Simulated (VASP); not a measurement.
The system is MgTe.

```
Mg Te
1.0
     0.00000    3.22043    3.22043
     3.22043    0.00000    3.22043
     3.22043    3.22043    0.00000
Mg Te
1 1
Cartesian
  6.4409 6.4409 6.4409
  1.6102 1.6102 1.6102
```

The cell was built by a generator and needn't be a form met in nature.

Base run:

| Item | Value |
| --- | --- |
| Program | VASP 6.6.1 |
| Functional | HSE06 |
| Potentials or basis | VASP PAW PBE potentials, release 64 (Mg, Te) |
| Cutoff | 520 eV |
| k mesh | 6 × 6 × 6 |
| Occupations | gaussian, width 0.03 eV |
| Spin | no spin polarisation |

Its results: band gap on the k mesh 3.23 eV, direct; pressure 0.2 GPa.

Q: The run is repeated on the same cell with these changes: functional from HSE06 to PBEsol. What comes out?

A: Band gap on the k mesh 2.34 eV, direct; pressure 0.0 GPa.

HSE06 gives the wider gap, since exact exchange removes part of the self-interaction.

Caveats: the PAW data sets were made with another functional, which shifts forces and pressure a little; spin-orbit coupling is left out, which moves the levels of the heavy elements.
